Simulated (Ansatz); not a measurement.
MnO under changes of volume

One of the cells (9.543 Å³/atom); the others are scaled copies at fixed shape and fractional positions:

```
CELL_PARAMETERS angstrom
2.67239 0.00000 0.00000
0.00000 2.67239 0.00000
0.00000 0.00000 2.67239
ATOMIC_POSITIONS crystal
Mn 0.00000 0.00000 0.00000
O 0.50000 0.50000 0.50000
```

Measurements of this composition are mostly on another form, of space group No. 225.

```yaml
Program: Ansatz 0.2.0
Functional: PBE
Potentials_or_basis: all-electron LAPW, scalar-relativistic
Cutoff: 321 eV (chosen from the basis error)
Basis_error_allowed: 0.0005 eV/atom
k_mesh: 10 × 10 × 10
Occupations: fermi-dirac, width 0.05 eV
Spin: collinear spin, ferromagnetic start
Starting_moments: "[5.0, 0.0] μB"
```

```csv
volume (Å³/atom),energy over the lowest point (meV/atom),pressure (GPa),moment (μB per cell)
8.970,39.89,8.5,3.62
9.161,32.32,4.7,3.67
9.352,27.92,5.2,3.93
9.543,20.23,5.6,4.19
9.734,14.08,5.1,4.37
9.924,?,?,?
10.115,0.00,5.1,4.78
```

Task: What does the run at 9.924 Å³/atom give?

Result: Energy over the lowest point 7.75 meV/atom; pressure 5.6 GPa; moment 4.61 μB per cell.

Worked out: A Birch-Murnaghan fit of order 3 (a polynomial in V^(-2/3)) to the other rows has no minimum within the range. It gives 7.33 meV/atom at 9.924 Å³/atom, against the run's 7.75, and -dE/dV = 5.9 GPa, against 5.6. A parabola through the other rows of the moment, of slope 1.16 μB per Å³/atom there, gives 4.57 μB, against the run's 4.61.

Energies are extrapolated to zero smearing.

Caveats: a cell with one magnetic atom can't hold antiferromagnetic order, which such compounds often take.
